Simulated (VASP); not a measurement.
Here is a VASP 6.6.1 calculation.

Contents of INCAR:

```
  ALGO = Fast
  EDIFF = 1E-6
  EDIFFG = -0.005
  ENCUT = 600
  GGA = PS
  IBRION = 2
  ISIF = 3
  ISMEAR = 0
  LASPH = True
  LCHARG = False
  LREAL = False
  LWAVE = False
  NELM = 100
  NSW = 100
  PREC = Accurate
  SIGMA = 0.02
```

KPOINTS

```
k-points
0
Gamma
  8 8 8
```

POSCAR

```
MgSe
1.0
    0.0000000000      2.7255000000      2.7255000000
    2.7255000000      0.0000000000      2.7255000000
    2.7255000000      2.7255000000      0.0000000000
Mg Se
1 1
Direct
    0.0000000000      0.0000000000      0.0000000000
    0.5000000000      0.5000000000      0.5000000000
```

Potentials or basis: VASP PAW PBE potentials, release 64 (Mg, Se).

Run with:

```sh
$ cat potpaw_PBE.64/Mg/POTCAR potpaw_PBE.64/Se/POTCAR > POTCAR
$ mpirun -np 1 vasp_std > vasp.out
```

(1) Predict the space group after relaxing (to 0.05 Å).

(2) Estimate the relaxed volume.

## Answers

(1) Fm-3m (No. 225).

(2) 20.22 Å³/atom.

Caveat: the PAW data sets were made with another functional, which shifts forces and pressure a little.
